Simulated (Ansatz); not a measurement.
CsCl, one cell by several methods

```yaml
crystal:
  lattice:
    - [4.12300, 0.00000, 0.00000]
    - [0.00000, 4.12300, 0.00000]
    - [0.00000, 0.00000, 4.16423]
  atoms:
    - { symbol: Cs, position: [0.00000, 0.00000, 0.00000] }
    - { symbol: Cl, position: [0.50000, 0.50000, 0.50000] }
```

Atom numbers follow the list: Cs1, Cl2.

The cell is COD entry 9008789, as deposited and not checked against the literature; nothing was relaxed. The listed cell was then made from it by scaling, straining or moving an atom.

Spin–orbit coupling is left out, though it moves levels of the heavy atoms by tenths of an eV or more.

Methods: DFT, PBEsol, PAW with Ansatz's default frozen-core files, scalar-relativistic (Ansatz 0.2.0); DFT, PBEsol, all-electron PAW with datasets made for the crystal, scalar-relativistic (Ansatz 0.2.0); DFT, PBEsol, all-electron LAPW, scalar-relativistic (Ansatz 0.2.0).

For PAW: a Γ-centred 6×6×6 k mesh, Fermi–Dirac smearing of 0.03 eV, cutoff 420 eV, no spin polarisation; the PAW files were made with PBE, and the program remakes their frozen cores for this functional. The crystal-made all-electron datasets (AE datasets) take a cutoff of 200 eV at this cell. LAPW targets a basis error of 1 meV/atom. The Ansatz runs share mesh, smearing and spin set-up. Plane-wave (PAW) pressures include the program's estimate of the Pulay term.

Stress and pressure are positive in compression.

No spin–orbit coupling: at heavy atoms the gradients can be off by tens of per cent for that reason.

```
                             quantity    PAW  AE datasets   LAPW
                       pressure (GPa)  -0.81        -0.81  -0.81
                      stress xx (GPa)  -0.72        -0.72  -0.72
                      stress zz (GPa)  -0.99        -0.99  -0.99
                        band gap (eV)  5.003        5.004  5.004
field gradient Vzz at Cs1 (10²¹ V/m²)  -0.52        -0.53      –
field gradient Vzz at Cl2 (10²¹ V/m²)   0.17         0.17      –
```

PAW's pressure differs from the LAPW value by about 0.01 GPa or less. Datasets made for the crystal and LAPW share parts of one code, so their agreement isn't an independent check.
